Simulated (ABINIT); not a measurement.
# Ru (P6_3/mmc) in ABINIT: relaxation of cell and atoms with LDA

Aim: the relaxation of cell and atoms of Ru with LDA.

All numbers are computed with ABINIT 10.8.3 (patched build); they aren't measurements. Logs are shortened: lines on timing, memory, paths and dates and some standing lists are left out, and cuts for length are marked. The log counts tension as positive stress, the text compression.

## 1. The crystal as given

It takes space group P6_3/mmc (No. 194, hexagonal). Conventional cell: a = 2.706 Å, b = 2.706 Å, c = 4.282 Å, α = 90.00°, β = 90.00°, γ = 120.00°. Ru (site symmetry -6m2) is surrounded by 12 Ru at 2.65 to 2.71 Å.

## 2. Relaxation of cell and atoms, LDA, target pressure 10 GPa, at which the enthalpy is minimised

File run.abi:

```
# Pseudopotentials
pp_dirpath "./"
pseudos "Ru.hgh"

# Structure
acell 3*1.0 Angstrom
rprim
     2.7058000000     0.0000000000     0.0000000000
    -1.3529000000     2.3432915376     0.0000000000
     0.0000000000     0.0000000000     4.2819000000
ntypat 1
znucl 44
natom 2
typat 1 1
xred
     0.6666666667     0.3333333333     0.7500000000
     0.3333333333     0.6666666667     0.2500000000
chkprim 0
chksymtnons 0
tolsym 1.0e-6

# Plane-wave basis
ecut 22.0

# k points
kptopt 1
ngkpt 11 11 6
nshiftk 1
shiftk 0.0 0.0 0.0

# Exchange and correlation
ixc 7

# Bands and occupations
nband 12
occopt 3
tsmear 0.05 eV

# SCF cycle
nstep 100
tolvrs 1.0e-10

# Output
iomode 3
prtwf 0
prtden 0
prteig 0
prtebands 0
enunit 1

# Relaxation
ionmov 2
ntime 60
tolmxf 0.0002
optcell 2
dilatmx 1.08
ecutsm 0.5
strtarget 3*-3.398931e-04 3*0.0
```

Potentials or basis: HGH LDA.

Run with:

```
$ abinit run.abi > log 2>&1
```

run.abo:

```text
.Version 10.8.3 of ABINIT
 Symmetries : space group P6_3/m m c (#194); Bravais hP (primitive hexag.)
================================================================================
 Values of the parameters that define the memory need of the present run
     intxc =       0    ionmov =       2      iscf =       7    lmnmax =       6
     lnmax =       6     mgfft =      40  mpssoang =       3    mqgrid =    3001
     natom =       2  nloc_mem =       1    nspden =       1   nspinor =       1
    nsppol =       1      nsym =      24    n1xccc =       0    ntypat =       1
    occopt =       3   xclevel =       1
       mpw =        1156          nfft =       23040          nkpt =          64
================================================================================
================================================================================

--------------------------------------------------------------------------------
------------- Echo of variables that govern the present computation ------------
--------------------------------------------------------------------------------
 -outvars: echo values of preprocessed input variables --------
            acell      1.8897261259E+00  1.8897261259E+00  1.8897261259E+00 Bohr
              amu      1.01070000E+02
          chkprim           0
      chksymtnons           0
          dilatmx      1.08000000E+00
             ecut      2.20000000E+01 Hartree
           ecutsm      5.00000000E-01 Hartree
           enunit           1
           ionmov           2
                       outvar_i_n : Printing only first  50 k-points.
              ixc           7
                       outvar_i_n : Printing only first  50 k-points.
         kptrlatt       11    0    0      0   11    0      0    0    6
          kptrlen      4.85497098E+01
            natom           2
            nband          12
            ngfft          24      24      40
             nkpt          64
            nstep         100
             nsym          24
            ntime          60
           ntypat           1
                       prtocc : prtvol=0, do not print more k-points.
           occopt           3
          optcell           2
           prtden           0
        prtebands           0
           prteig           0
            prtwf           0
            rprim      2.7058000000E+00  0.0000000000E+00  0.0000000000E+00
                      -1.3529000000E+00  2.3432915376E+00  0.0000000000E+00
                       0.0000000000E+00  0.0000000000E+00  4.2819000000E+00
          spgroup         194
        strtarget     -3.39893100E-04 -3.39893100E-04 -3.39893100E-04
                       0.00000000E+00  0.00000000E+00  0.00000000E+00
           tolmxf      2.00000000E-04
           tolsym      1.00000000E-06
           tolvrs      1.00000000E-10
           tsmear      1.83746611E-03 Hartree
            typat      1  1
                       outvars : Printing only first  50 k-points.
           xangst      1.3529000000E+00  7.8109717920E-01  3.2114250000E+00
                      -2.9837281572E-16  1.5621943584E+00  1.0704750000E+00
            xcart      2.5566104757E+00  1.4760597464E+00  6.0687137239E+00
                      -5.6384290513E-16  2.9521194928E+00  2.0229045746E+00
             xred      6.6666666667E-01  3.3333333333E-01  7.5000000000E-01
                       3.3333333333E-01  6.6666666667E-01  2.5000000000E-01
            znucl       44.00000

================================================================================

 chkinp: Checking input parameters for consistency.

================================================================================
== DATASET  1 ==================================================================

--- !DatasetInfo
iteration_state: {dtset: 1, }
dimensions: {natom: 2, nkpt: 64, mband: 12, nsppol: 1, nspinor: 1, nspden: 1, mpw: 1156, }
cutoff_energies: {ecut:  22.0, pawecutdg:  -1.0, }
electrons: {nelect:   1.60000000E+01, charge:   0.00000000E+00, occopt:   3.00000000E+00, tsmear:   1.83746611E-03, }
meta: {optdriver: 0, ionmov: 2, optcell: 2, iscf: 7, paral_kgb: 0, }
...
[... 35 lines left out ...]

---SELF-CONSISTENT-FIELD CONVERGENCE--------------------------------------------
[... 166 lines left out ...]
  5.05461796442360E+00  0.00000000000000E+00  0.00000000000000E+00
 -2.52730898221180E+00  4.37742756369087E+00  0.00000000000000E+00
  0.00000000000000E+00  0.00000000000000E+00  7.99300594015590E+00
 Unitary Cell Volume (ucvol) [Bohr^3]=  1.76855039876370E+02
 Angles (23,13,12)= [degrees]
  9.00000000000000E+01  9.00000000000000E+01  1.19999999999576E+02
 Lengths [Bohr]
  5.05461796442360E+00  5.05461796448842E+00  7.99300594015590E+00
 Stress tensor in cartesian coordinates (strten) [Ha/bohr^3]
 -3.87977942112969E-04  0.00000000000000E+00  0.00000000000000E+00
  0.00000000000000E+00 -3.87977944134164E-04  0.00000000000000E+00
  0.00000000000000E+00  0.00000000000000E+00 -4.02102980896997E-04
 Total energy (etotal) [Ha]= -3.27804417009667E+01

 Difference of energy with previous step (new-old):
           Absolute (Ha)= 1.03826E-03
           Relative     = 3.16725E-05

--- Iteration: ( 3/60) Internal Cycle: (1/1)
--------------------------------------------------------------------------------

---SELF-CONSISTENT-FIELD CONVERGENCE--------------------------------------------
[... 73 lines left out ...]
  5.06090601148563E+00  0.00000000000000E+00  0.00000000000000E+00
 -2.53045300574281E+00  4.38287317218687E+00  0.00000000000000E+00
  0.00000000000000E+00  0.00000000000000E+00  8.00588244187316E+00
 Unitary Cell Volume (ucvol) [Bohr^3]=  1.77580953739546E+02
 Angles (23,13,12)= [degrees]
  9.00000000000000E+01  9.00000000000000E+01  1.19999999999576E+02
 Lengths [Bohr]
  5.06090601148563E+00  5.06090601155052E+00  8.00588244187316E+00
 Stress tensor in cartesian coordinates (strten) [Ha/bohr^3]
 -3.36252915655921E-04  0.00000000000000E+00  0.00000000000000E+00
  0.00000000000000E+00 -3.36252917662289E-04  0.00000000000000E+00
  0.00000000000000E+00  0.00000000000000E+00 -3.40279257384259E-04
 Total energy (etotal) [Ha]= -3.27807070769593E+01

 Difference of energy with previous step (new-old):
           Absolute (Ha)=-2.65376E-04
           Relative     =-8.09553E-06

--- Iteration: ( 4/60) Internal Cycle: (1/1)
--------------------------------------------------------------------------------

---SELF-CONSISTENT-FIELD CONVERGENCE--------------------------------------------
[... 72 lines left out ...]
  5.06042658378048E+00  0.00000000000000E+00  0.00000000000000E+00
 -2.53021329189024E+00  4.38245797561493E+00  0.00000000000000E+00
  0.00000000000000E+00  0.00000000000000E+00  8.00605647802026E+00
 Unitary Cell Volume (ucvol) [Bohr^3]=  1.77551169896963E+02
 Angles (23,13,12)= [degrees]
  9.00000000000000E+01  9.00000000000000E+01  1.19999999999576E+02
 Lengths [Bohr]
  5.06042658378048E+00  5.06042658384537E+00  8.00605647802026E+00
 Stress tensor in cartesian coordinates (strten) [Ha/bohr^3]
 -3.39051594860716E-04  0.00000000000000E+00  0.00000000000000E+00
  0.00000000000000E+00 -3.39051596867673E-04  0.00000000000000E+00
  0.00000000000000E+00  0.00000000000000E+00 -3.41199122163856E-04
 Total energy (etotal) [Ha]= -3.27806970323067E+01

 Difference of energy with previous step (new-old):
           Absolute (Ha)= 1.00447E-05
           Relative     = 3.06420E-07

 At Broyd/MD step   4, gradients are converged :
  max grad (force/stress) = 1.3060E-04 < tolmxf= 2.0000E-04 ha/bohr (free atoms)

================================================================================

 ----iterations are completed or convergence reached----

 Mean square residual over all n,k,spin=   21.925E-14; max=  16.383E-11
 reduced coordinates (array xred) for    2 atoms
       0.666666666667      0.333333333333      0.750000000000
       0.333333333333      0.666666666667      0.250000000000
 rms dE/dt=  3.2978E-28; max dE/dt=  5.3853E-28; dE/dt below (all hartree)
    1       0.000000000000     -0.000000000000      0.000000000000
    2       0.000000000000      0.000000000000      0.000000000000

 cartesian coordinates (angstrom) at end:
    1      1.33893121188383     0.77303229562074     3.17746697587236
    2     -0.00000000000000     1.54606459124147     1.05915565862412

 cartesian forces (hartree/bohr) at end:
    1      0.00000000000000     0.00000000000000    -0.00000000000000
    2     -0.00000000000000    -0.00000000000000    -0.00000000000000
 frms,max,avg= 8.1279383E-29 1.3824324E-28   0.000E+00  0.000E+00  0.000E+00 h/b

 cartesian forces (eV/Angstrom) at end:
    1      0.00000000000000     0.00000000000000    -0.00000000000000
    2     -0.00000000000000    -0.00000000000000    -0.00000000000000
 frms,max,avg= 4.1795539E-27 7.1087531E-27   0.000E+00  0.000E+00  0.000E+00 e/A
 length scales=  5.060426583780  5.060426583845  8.006056478020 bohr
              =  2.677862423768  2.677862423802  4.236622634496 angstroms
 Fermi (or HOMO) energy (eV) =  -0.42718   Average Vxc (eV)= -13.05356
 Eigenvalues (   eV  ) for nkpt=  64  k points:
 kpt#   1, nband= 12, wtk=  0.00138, kpt=  0.0000  0.0000  0.0000 (reduced coord)
  -8.70229   -6.84327   -3.14315   -3.14315   -2.95415   -2.42678   -2.42678   -1.86763
  -1.86763    0.93888    0.93888    0.94597
 prteigrs : prtvol=0 or 1, do not print more k-points.

--- !EnergyTerms
iteration_state     : {dtset: 1, itime: 4, icycle: 1, }
comment             : Components of total free energy in Hartree
kinetic             :  2.99220683420430E+01
hartree             :  1.68841049624461E+00
xc                  : -6.72106693726379E+00
Ewald energy        : -4.14291593722000E+01
psp_core            :  1.04805131418385E+01
local_psp           : -1.70678177513532E+00
non_local_psp       : -2.50141078484088E+01
internal            : -3.27801239528818E+01
'-kT*entropy'       : -5.73079424881841E-04
total_energy        : -3.27806970323067E+01
total_energy_eV     : -8.92008208358580E+02
band_energy         : -2.21184120095856E+00
...

 Cartesian components of stress tensor (hartree/bohr^3)
  sigma(1 1)= -3.39051595E-04  sigma(3 2)=  0.00000000E+00
  sigma(2 2)= -3.39051597E-04  sigma(3 1)=  0.00000000E+00
  sigma(3 3)= -3.41199122E-04  sigma(2 1)=  0.00000000E+00

-Cartesian components of stress tensor (GPa)         [Pressure=  9.9963E+00 GPa]
- sigma(1 1)= -9.97524231E+00  sigma(3 2)=  0.00000000E+00
- sigma(2 2)= -9.97524237E+00  sigma(3 1)=  0.00000000E+00
- sigma(3 3)= -1.00384247E+01  sigma(2 1)=  0.00000000E+00

== END DATASET(S) ==============================================================
================================================================================

 -outvars: echo values of variables after computation  --------
            acell      5.0604265838E+00  5.0604265838E+00  8.0060564780E+00 Bohr
           etotal     -3.2780697032E+01
            fcart      2.6604923306E-29  1.3824323669E-28 -0.0000000000E+00
                      -2.6604923306E-29 -1.3824323669E-28 -0.0000000000E+00
            rprim      1.0000000000E+00  0.0000000000E+00  0.0000000000E+00
                      -4.9999999999E-01  8.6602540379E-01  0.0000000000E+00
                       0.0000000000E+00  0.0000000000E+00  1.0000000000E+00
           strten     -3.3905159486E-04 -3.3905159687E-04 -3.4119912216E-04
                       0.0000000000E+00  0.0000000000E+00  0.0000000000E+00
           xangst      1.3389312119E+00  7.7303229562E-01  3.1774669759E+00
                      -2.5248549709E-16  1.5460645912E+00  1.0591556586E+00
             xred      6.6666666667E-01  3.3333333333E-01  7.5000000000E-01
                       3.3333333333E-01  6.6666666667E-01  2.5000000000E-01
 Calculation completed.
```

It took 31 s on 1 thread of AMD EPYC 9R45 (Zen 5), shared host; peak memory 0.07 GiB.

What came out:

```yaml
Free_energy: -892.0082 eV
Relaxed_volume: 13.16 Å³/atom
Relaxed_cell: a = 2.678 Å, b = 2.678 Å, c = 4.237 Å, α = 90.00°, β = 90.00°, γ = 120.00°
Space_group_after_relaxing_to_0.05_Å: P6_3/mmc (No. 194)
Energy_change_on_relaxing_the_enthalpy_is_what_falls: +10.7 meV/atom
Ionic_steps: 4
Pressure_after_relaxing: 10.0 GPa
Band_gap_on_the_k_mesh: none (metal or under the smearing width)
Valence_electrons_inside_the_program's_atomic_spheres: Ru 5.12 (radii [1.0584] Å)
```

Step by step:
```
step  energy change (eV)  largest force (eV/Å)  pressure (GPa)  volume (Å³)
   1              0.0000                0.0000           -1.48        27.15
   2              0.0283                0.0000           11.55        26.21
   3              0.0210                0.0000            9.93        26.31
   4              0.0213                0.0000           10.00        26.31
```

Final structure:
```
CELL_PARAMETERS angstrom
2.67786 0.00000 0.00000
-1.33893 2.31910 0.00000
0.00000 0.00000 4.23662
ATOMIC_POSITIONS crystal
Ru 0.66667 0.33333 0.75000
Ru 0.33333 0.66667 0.25000
```

Caveat: HGH potentials are hard and often keep d shells in the core, so these values are rough.
